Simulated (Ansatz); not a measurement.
A run of Ansatz 0.2.0 is set up as follows.

The input input.yaml:

```yaml
crystal:
  lattice:
    - [0.0, 2.2239077028, 2.2239077028]
    - [2.2239077028, 0.0, 2.2239077028]
    - [2.2239077028, 2.2239077028, 0.0]
  atoms:
    - { symbol: Mn, position: [0.0, 0.0, 0.0], spin: 4.0 }
    - { symbol: O, position: [0.5, 0.5, 0.5] }
hamiltonian:
  xc: pbe
  pseudopotentials: { kind: paw }
magnetization:
  spin_polarized: true
kpoints:
  mp_grid: { grid: [10, 10, 10] }
scf:
  occupations: { method: gaussian, width: 0.012 }
output:
  forces: true
  stress: true
  eigenvalues: true
```

Potentials or basis: Ansatz PAW.

Run with:

```sh
$ ansatz run input.yaml --threads 2 --pin off --max-ram 5632MiB --backend cpu --events-out ev --progress --plain --runs-dir out
```

Q: Estimate the absolute moment.

A: 4.80 μB per cell.

Q: Predict the band gap on the k mesh.

A: None (metal or under the smearing width).

Caveat: a cell with one magnetic atom can't hold antiferromagnetic order, which such compounds often take; semilocal functionals often make such compounds metallic where correlation or magnetic order opens a gap, which also shifts bond lengths. With open d or f shells a metallic result of PBE can be an artefact of self-interaction; +U or a hybrid may open a gap.
